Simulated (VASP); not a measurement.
# Settings for Ag: self-consistent run

Ag, P1 (no. 1), 64 atoms in the cell. PBEsol; PAW potentials Ag (PBE set). VASP 6.6.1.

Wanted: energy within 2 meV/atom; forces within 0.01 eV/Å.

What the run is for: forces in a large cell; Accuracy asked: standard; Cell repeated: 4 × 4 × 4.

POSCAR:
```
Ag
1.0
    0.0000000000      8.1710000000      8.1710000000
    8.1710000000      0.0000000000      8.1710000000
    8.1710000000      8.1710000000      0.0000000000
Ag
64
Direct
    0.0031050000     -0.0017020000     -0.0039230000
    0.0002370000      0.0010220000      0.2508330000
    0.0033720000     -0.0055490000      0.4994280000
   -0.0019930000     -0.0030110000      0.7524260000
    0.0006910000      0.2538930000     -0.0032290000
    0.0060130000      0.2465370000      0.2483450000
    0.0005700000      0.2512530000      0.5000790000
   -0.0030450000      0.2511500000      0.7513290000
    0.0010780000      0.5012520000     -0.0072170000
    0.0049200000      0.4970690000      0.2425590000
   -0.0060710000      0.5011940000      0.5039010000
   -0.0014300000      0.4997040000      0.7492300000
   -0.0013040000      0.7516130000      0.0010350000
    0.0000650000      0.7506110000      0.2501670000
   -0.0046040000      0.7484850000      0.5016150000
[... 36 lines left out ...]
    0.7510430000     -0.0014110000      0.7516890000
    0.7538800000      0.2464810000     -0.0015470000
    0.7438470000      0.2522720000      0.2487590000
    0.7522830000      0.2486850000      0.5004970000
    0.7500630000      0.2514340000      0.7468440000
    0.7520270000      0.5001960000     -0.0031790000
    0.7475750000      0.5001140000      0.2519400000
    0.7536230000      0.5046350000      0.4954780000
    0.7516090000      0.5036140000      0.7451740000
    0.7504450000      0.7509440000      0.0013770000
    0.7535900000      0.7518140000      0.2494890000
    0.7529270000      0.7532450000      0.4950710000
    0.7506750000      0.7509570000      0.7453680000
```

The series start from Plane-wave cutoff (eV): 290; Projection operators (LREAL): Auto, ROPT -0.00025; Precision mode (PREC): Normal; Electronic threshold (eV): 1e-5; Parallel layout: defaults; Program: vasp_std; Electronic algorithm: ALGO=Normal; Bands a block (NSIM): NSIM=4; Data layout and linear algebra: defaults. Each series keeps the choices made before it, and each single choice may use up half of a tolerance.

## Plane-wave cutoff (eV)

| Plane-wave cutoff (eV) | Energy less reference (meV/atom) | Forces, largest deviation (eV/Å) | SCF iterations | Time (s) |
|---|---|---|---|---|
| 220 | 99.6 | 0.100 | 14 | 25 |
| 250 | -5.0 | 0.006 | 14 | 32 |
| 290 | -11.0 | 0.007 | 14 | 32 |
| 320 | -6.8 | 0.004 | 14 | 42 |
| 400 (reference) | 0.0 | 0.000 | 14 | 44 |

## Projection operators (LREAL)

| Projection operators (LREAL) | Energy less reference (meV/atom) | Forces, largest deviation (eV/Å) | SCF iterations | Time (s) |
|---|---|---|---|---|
| Auto, ROPT -0.005 | -6.0 | 0.024 | 14 | 40 |
| Auto, ROPT -0.002 | -2.3 | 0.007 | 14 | 42 |
| Auto, ROPT -0.001 | -0.7 | 0.008 | 14 | 42 |
| Auto, ROPT -0.0005 | -0.3 | 0.003 | 14 | 45 |
| Auto, ROPT -0.00025 | -0.3 | 0.002 | 14 | 44 |
| Auto, ROPT -0.0001 | -0.4 | 0.002 | 14 | 52 |
| False (reference) | 0.0 | 0.000 | 14 | 110 |

## Precision mode (PREC)

| Precision mode (PREC) | Energy less reference (meV/atom) | Forces, largest deviation (eV/Å) | SCF iterations | Time (s) |
|---|---|---|---|---|
| SingleN | -0.8 | 0.006 | 14 | 47 |
| Normal | 0.0 | 0.006 | 14 | 45 |
| Accurate (reference) | 0.0 | 0.000 | 14 | 126 |

## Electronic threshold (eV)

| Electronic threshold (eV) | Energy less reference (meV/atom) | Forces, largest deviation (eV/Å) | SCF iterations | Time (s) |
|---|---|---|---|---|
| 0.001 | 0.0 | 0.003 | 10 | 82 |
| 0.0001 | 0.0 | 0.001 | 12 | 84 |
| 1e-5 | 0.0 | 0.000 | 14 | 126 |
| 1e-6 | 0.0 | 0.000 | 15 | 119 |
| 1e-7 (reference) | 0.0 | 0.000 | 18 | 126 |

## Parallel layout

| Parallel layout | Energy less reference (meV/atom) | Forces, largest deviation (eV/Å) | SCF iterations | Time (s) |
|---|---|---|---|---|
| defaults | 0.0 | 0.000 | 10 | 82 |
| NCORE=2 | 0.0 | 0.000 | 10 | 60 |
| NCORE=4 | 0.0 | 0.000 | 10 | 48 |
| NCORE=8 | 0.0 | 0.000 | 10 | 46 |
| NPAR=2 | 0.0 | 0.000 | 10 | 47 |

## Program

| Program | Energy less reference (meV/atom) | Forces, largest deviation (eV/Å) | SCF iterations | Time (s) |
|---|---|---|---|---|
| vasp_std | 0.0 | 0.000 | 10 | 46 |
| vasp_gam | 0.0 | 0.000 | 10 | 32 |

## Electronic algorithm

| Electronic algorithm | Energy less reference (meV/atom) | Forces, largest deviation (eV/Å) | SCF iterations | Time (s) |
|---|---|---|---|---|
| ALGO=Normal | 0.0 | 0.000 | 10 | 32 |
| ALGO=Fast | 0.0 | 0.004 | 11 | 31 |
| ALGO=VeryFast | 0.0 | 0.002 | 17 | 37 |
| ALGO=All ISEARCH=1 | 0.0 | 0.021 | 14 | 46 |

## Bands a block (NSIM)

| Bands a block (NSIM) | Energy less reference (meV/atom) | Forces, largest deviation (eV/Å) | SCF iterations | Time (s) |
|---|---|---|---|---|
| NSIM=4 | 0.0 | 0.000 | 10 | 32 |
| NSIM=1 | 0.0 | 0.000 | 10 | 42 |
| NSIM=2 | 0.0 | 0.000 | 10 | 38 |
| NSIM=8 | 0.0 | 0.001 | 10 | 34 |
| NSIM=16 | 0.0 | 0.001 | 10 | 38 |

## Data layout and linear algebra

| Data layout and linear algebra | Energy less reference (meV/atom) | Forces, largest deviation (eV/Å) | SCF iterations | Time (s) |
|---|---|---|---|---|
| defaults | 0.0 | 0.000 | 10 | 32 |
| LPLANE=False | 0.0 | 0.000 | 10 | 45 |
| LSCALAPACK=False | 0.0 | 0.000 | 10 | 37 |
| LSCALU=True | 0.0 | 0.000 | 10 | 34 |

## Question

The rows run from the loosest to the tightest (no order: parallel layout, program, electronic algorithm, bands a block, data layout and linear algebra). For each series: choose the loosest value from which every tighter one stays within half of the tolerance; where there is no order, keep the first row unless others stay within half of the tolerance and take at least 30 % less time, and then take the fastest.

## Answer

- Plane-wave cutoff (eV): 400, the tightest run, since the next looser one is off by more than half of the tolerance (convergence isn't shown beyond it)
- Projection operators (LREAL): Auto, ROPT -0.0005
- Precision mode (PREC): Accurate, the last of the list; the one before it is off by more than half of the tolerance
- Electronic threshold (eV): 0.001
- Parallel layout: NCORE=8
- Program: vasp_gam
- Electronic algorithm: ALGO=Normal
- Bands a block (NSIM): NSIM=4
- Data layout and linear algebra: defaults

## All choices together

| Input | Energy less reference (meV/atom) | Forces, largest deviation (eV/Å) | Time (s) |
|---|---|---|---|
| the program's defaults (naive) | -4.6 | 0.043 | 30 |
| chosen settings | -0.2 | 0.005 | 32 |
| reference settings throughout | 0.0 | 0.000 | 161 |

The chosen settings stay within the tolerance of the reference run, but the reference itself isn't shown to be converged in: Plane-wave cutoff (eV).

## The input

INCAR:
```
GGA = PS
ISMEAR = 1
SIGMA = 0.1
LWAVE = F
LCHARG = F
ISIF = 2
ISYM = 0
PREC = Accurate
LASPH = T
LREAL = Auto
ALGO = Normal
EDIFF = 0.001
NELM = 120
GGA_COMPAT = F
ENCUT = 400
ROPT = -0.0005
NCORE = 8
NSIM = 4
```

KPOINTS:
```
k-points
0
Gamma
  1 1 1
```

Commands:
```
cat potpaw_PBE.64/Ag/POTCAR > POTCAR
mpirun -np 8 vasp_gam > vasp.out
```

Limits: Only the k mesh 1 × 1 × 1 was run, so its error is untested.

The chosen input took VASP 6.6.1 32 s on 8 cores (Intel Xeon 6975P-C (Granite Rapids)), a shared host.

## An input that fails: Gamma-only program on a mesh of k points

VASP's message: You are using the Gamma-point-only version with more than one k-point or some other non-Gamma k-point.

k mesh: 1 × 1 × 1 becomes 2 × 2 × 2.

Changes against the starting input:
```
- NELM = 120
+ NELM = 58
- vasp_std
+ vasp_gam
(KPOINTS)
-k-points
+Automatic mesh
-  1 1 1
+  2 2 2
+  0 0 0
```
